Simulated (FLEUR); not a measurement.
# C under changes of volume

One of the cells (5.672 Å³/atom); the others are scaled copies at fixed shape and fractional positions:

```
C
1.0
     0.00000    1.78337    1.78337
     1.78337    0.00000    1.78337
     1.78337    1.78337    0.00000
C
2
Direct
  0.75000 0.75000 0.75000
  0.50000 0.50000 0.50000
```

This isn't the form of C at room conditions, which is graphite.

| Property | Result |
| --- | --- |
| Program | FLEUR MaX-R8.1 (later development tree) |
| Functional | SCAN |
| Potentials or basis | all-electron |
| Basis | FLAPW |
| Kmax | 5.5 1/bohr |
| k mesh | 13 × 13 × 13 |
| Occupations | fermi-dirac, width 0.05 eV |
| Spin | no spin polarisation |

```csv
volume (Å³/atom),energy over the lowest point (meV/atom),gap on the mesh (eV)
5.332,?,?
5.445,5.75,4.60
5.672,0.00,4.51
5.899,19.19,4.43
6.012,36.69,4.39
```

**Question.** What does the run at 5.332 Å³/atom give?

**Answer.** Energy over the lowest point 19.77 meV/atom; gap on the mesh 4.65 eV.

Worked out: A Birch-Murnaghan fit of order 2 (a polynomial in V^(-2/3)) to the other rows has its minimum at 5.60 Å³/atom with B0 = V·E''(V) = 461 GPa. It gives 19.66 meV/atom at 5.332 Å³/atom, against the run's 19.77. A straight line through the other rows of the gap, of slope -2.11 eV per unit of ln V, extrapolates to 4.64 eV, against the run's 4.65.

Energies are extrapolated to zero smearing.

Caveats: the meta-GGA is that of a development version, with a GGA for the radial functions and cores and without core tails; an odd mesh through Γ misses points on the zone boundary, where band edges often lie.
